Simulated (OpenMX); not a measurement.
The system is Sb.

```xyz
2
Lattice="2.1542 1.2437 3.7580 -2.1542 1.2437 3.7580 0.0000 -2.4875 3.7580" Properties=species:S:1:pos:R:3 pbc="T T T"
Sb    0.0000    0.0000    8.6416
Sb    0.0000    0.0000    2.6324
```

Base run:

| Quantity | Value |
| --- | --- |
| Program | OpenMX 3.8.5 |
| Functional | PBE |
| Potentials or basis | OpenMX 2013 PBE set, Sb7.0-s3p2d1, grid cutoff 500 Ry |
| k mesh | 9 × 9 × 9 |
| Occupations | fermi-dirac, width 0.05 eV |
| Spin | no spin polarisation |

Its results: pressure 6.4 GPa; largest force 0.543 eV/Å.

**Question.** The run is repeated on the same cell with these changes: functional from PBE to LDA; potentials or basis from OpenMX 2013 PBE set, Sb7.0-s3p2d1, grid cutoff 500 Ry to OpenMX 2013 LDA set, Sb7.0-s3p2d2, grid cutoff 500 Ry. What comes out?

**Answer.** Pressure 0.6 GPa; largest force 0.313 eV/Å.

Caveats: the basis of atomic orbitals isn't converged, which shifts pressures, moduli and gaps.

Not every run made on this cell is shown here.
